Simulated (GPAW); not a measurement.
FeO (Wuestite):

```
Fe O
1.0
     1.51882    0.87689    2.51958
    -1.51882    0.87689    2.51958
     0.00000   -1.75378    2.51958
Fe O
1 1
Direct
  0.00000 0.00000 0.00000
  0.50000 0.50000 0.50000
```

Program: GPAW 26.7.0. Alike in all runs: task band structure; spin collinear, ferromagnetic start; cell as given; cutoff (eV) 800; smearing fermi-dirac 0.05 eV.

Order these runs on this cell by their pressure, lowest first.
A. level SCAN; potentials or basis GPAW PAW data sets (gpaw-data 1.2.1), pw; k mesh 7 × 7 × 7; band points 100; mesh quality coarse
B. level PBEsol; potentials or basis PAW data sets generated in the run's folder for this functional, pw; k mesh 8 × 8 × 8; band points 80; mesh quality not flagged
C. level LDA; potentials or basis the program's PAW data sets (release 1.2.1) made for this functional, pw; k mesh 7 × 7 × 7; band points 100; mesh quality coarse
D. level TPSS; potentials or basis GPAW PAW data sets (gpaw-data 1.2.1), pw; k mesh 7 × 7 × 7; eigensolver davidson; band points 100; mesh quality coarse
E. level RPBE; potentials or basis the program's PAW data sets (release 1.2.1) made for this functional, pw; k mesh 7 × 7 × 7; band points 100; mesh quality coarse

C (-16.3 GPa), B (-7.9 GPa), A (-6.4 GPa), D (-4.3 GPa), E (5.6 GPa).

Caveats: some runs use coarse meshes; a cell with one magnetic atom can't hold antiferromagnetic order, which such compounds often take; the PAW data sets were made with another functional, which shifts forces and pressure a little (some runs).

Not every run made on this cell is shown here.
